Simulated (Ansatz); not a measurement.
A crystal relaxed with r2SCAN in the plane-wave code Ansatz has space group P2_1 (No. 4) and a = 4.993 Å, b = 4.772 Å, c = 5.033 Å, β = 97.7°.

```tsv
atom	site	x	y	z
Xx	2a	0.4730	0.5182	0.2888
Si	2a	0.0592	0.5341	0.8006
O	2a	0.7314	0.1914	0.4088
O	2a	0.7837	0.6750	0.6140
O	2a	0.1221	0.7514	0.0711
O	2a	0.3480	0.3299	0.9123
```

r2SCAN gives a direct gap of 3.33 eV at B. The HSE06 gap is direct at B: 4.47 eV. With PBE the gap is 2.80 eV and direct, at B. Meshes: r2SCAN 6×6×6, HSE06 4×4×4, PBE 6×6×6. r2SCAN's ε∞ is 4.2 along x and y, 4.0 along z.

Question: Which element is Xx?
A. Ti
B. Sn
C. Zr
D. Hf

Answer: D. Xx is Hf: HfSiO4 on the sites of monoclinic HfO2 (relaxed group P2_1). Hf is surrounded by 7 O at 2.06–2.23 Å; Si is surrounded by 5 O at 1.70–1.79 Å; O is surrounded by 1 Si at 1.75 Å and 2 Hf at 2.06–2.11 Å; O is surrounded by 1 Si at 1.70 Å and 2 Hf at 2.18–2.23 Å; O is surrounded by 2 Si at 1.71–1.79 Å and 1 Hf at 2.23 Å; O is surrounded by 1 Si at 1.77 Å and 2 Hf at 2.07–2.11 Å.

No spin polarisation and no zero-point or thermal motion; the cell was built from a prototype and may be hypothetical.

No spin-orbit coupling is included; it can move band edges with weight on the heavy atoms by tenths of an eV.

The meshes of the hybrids are coarse, so their gaps aren't converged to the digits shown.

For a response run the program warns that the ground state's bands aren't all converged, so ε∞ carries an extra error.
